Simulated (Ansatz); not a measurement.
Level of theory: Ansatz 0.2.0, DFT PBE, scalar-relativistic, plane waves, PAW.

Structure of YN:

```yaml
crystal:
  lattice:
    - [0.00000, 2.45293, 2.45293]
    - [2.45293, 0.00000, 2.45293]
    - [2.45293, 2.45293, 0.00000]
  atoms:
    - { symbol: Y, position: [0.00000, 0.00000, 0.00000] }
    - { symbol: N, position: [0.50000, 0.50000, 0.50000] }
```

Plane waves to 420 eV, a k mesh through Γ of 12×12×12 on the computed 2-atom cell and Gaussian smearing (0.01 eV); no spin polarisation.

Levels along Γ–X–U | K–Γ–L–W–X, in eV from a zero inside the gap, sorted by energy at each point. Points in fractions of the primitive reciprocal vectors: Γ (0.000 0.000 0.000), X (0.500 0.000 0.500), U (0.625 0.250 0.625), K (0.375 0.375 0.750), L (0.500 0.500 0.500), W (0.500 0.250 0.750).
```tsv
point	k (1/Å, with 2π)	band 6	band 7	band 8	band 9	band 10	band 11
Γ	0.000	-0.11	-0.11	-0.11	3.02	3.02	3.02
-	0.640	-2.71	-0.61	-0.61	1.25	5.36	5.74
X	1.281	-1.62	-0.50	-0.50	0.11	6.69	7.02
-	1.507	-1.65	-1.28	-0.80	0.95	7.12	7.23
U	1.734	-2.28	-1.70	-1.41	2.34	6.10	6.88
K	1.734	-2.28	-1.70	-1.41	2.34	6.10	6.88
-	2.413	-2.94	-1.89	-1.22	3.63	4.23	5.56
Γ	3.092	-0.11	-0.11	-0.11	3.02	3.02	3.02
-	3.647	-2.51	-1.46	-1.46	3.54	4.35	4.35
L	4.201	-4.14	-2.33	-2.33	5.54	6.21	6.21
-	4.654	-3.27	-1.95	-1.95	4.37	4.69	6.71
W	5.107	-2.23	-1.65	-1.65	3.88	3.88	7.11
-	5.427	-1.67	-1.44	-1.26	1.58	6.30	6.99
X	5.747	-1.62	-0.50	-0.50	0.11	6.69	7.02
```

Cost: 1 run of about 0.28 core-minutes, on Intel Xeon Platinum 8375C (Ice Lake) (shared hosts).